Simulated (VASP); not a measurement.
The system is SrO.

```
CELL_PARAMETERS angstrom
0.00000 2.56630 2.56630
2.56630 0.00000 2.56630
2.56630 2.56630 0.00000
ATOMIC_POSITIONS crystal
Sr 0.50000 0.50000 0.50000
O 0.00000 0.00000 0.00000
```

Base run:

| Item | Value |
| --- | --- |
| Program | VASP 6.6.1 |
| Functional | HSE03 |
| Potentials or basis | VASP PAW PBE potentials, release 64 (Sr_sv, O) |
| Cutoff | 520 eV |
| k mesh | 6 × 6 × 6 |
| Occupations | gaussian, width 0.02 eV |
| Spin | no spin polarisation |

Its results: band gap on the k mesh 4.49 eV, indirect (least direct gap 4.59 eV); pressure 1.8 GPa.

Question: The run is repeated on the same cell with these changes: functional from HSE03 to HSE06. What comes out?

Answer: Band gap on the k mesh 4.76 eV, indirect (least direct gap 4.86 eV); pressure 1.7 GPa.

Caveats: the PAW data sets were made with another functional, which shifts forces and pressure a little.

Not every run made on this cell is shown here.
